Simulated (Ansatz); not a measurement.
Runs of Ansatz 0.2.0 on PtSe2 (Sudovikovite). The structure is trigonal, space group P-3m1 (No. 164). The conventional cell has a = 3.724 Å, b = 3.724 Å, c = 5.062 Å, α = 90.00°, β = 90.00°, γ = 120.00°. Around Pt (site symmetry -3m) lie 6 Se at 2.49 Å. Se (site symmetry 3m) is surrounded by 3 Pt at 2.49 Å. 

| task | level | potentials or basis | spin | cell | k mesh | cutoff (eV) | points for each segment of the path | gap on the mesh (eV) | pressure (GPa) | V0 of scaled cells (Å³/atom) | B0 (GPa) | largest force (eV/Å) |
| --- | --- | --- | --- | --- | --- | --- | --- | --- | --- | --- | --- | --- |
| relaxation of cell and atoms | LDA | Ansatz PAW | off | relaxed | 8 × 8 × 5 | 420 | - | - | 0.0 | - | - | 0.01 |
| phonons | PBEsol | Ansatz PAW | off | as given | 7 × 7 × 5 | 420 | - | none | - | - | - | - |
| equation of state | r2SCAN+rVV10 | Ansatz PAW | off | as given | 8 × 8 × 5 | 500 | - | - | - | 20.79 | 127 | - |
| band structure | BPBE | Ansatz PAW | off | as given | 8 × 8 × 5 | 420 | 14 | none | (a) | - | - | 0.60 |
| equation of state | PBEsol | PseudoDojo PBEsol stringent | off | as given | 8 × 8 × 5 | 1415 | - | - | - | (b) | 127 | - |
| band structure | PBE | Ansatz PAW | SOC, no magnetisation | as given | 8 × 8 × 5 | 420 | 14 | none | 7.3 | - | - | 0.60 |
| equation of state | revPBE+D3(BJ) | Ansatz PAW | off | as given | 8 × 8 × 5 | 420 | - | - | - | 20.53 | 125 | - |

Alike in all rows: smearing fermi-dirac 0.05 eV.

Question: Fill in the values left out.

Answer: (a) 7.2; (b) 20.58.

Caveats: the PAW data sets come from PBE, with cores solved anew for the run's functional, which leaves a small shift of forces and pressure (some runs); the cell was scaled at fixed shape and fractional positions, which overstates the stiffness of a crystal with free parameters, most of all of layers and chains (some runs); the plane-wave basis is chosen anew once the cell has moved, so the energies of steps on either side of that aren't comparable (some runs); the PAW data sets were made with another functional, which shifts forces and pressure a little (some runs); spin-orbit coupling is left out, which moves the levels of the heavy elements (some runs); the potentials were made for another functional, which shifts forces and pressure (some runs).

A k mesh can miss the band edges, and rows without SOC leave out spin-orbit coupling on Pt, Se.

A gap of «none» marks a metal or a gap under the smearing width.
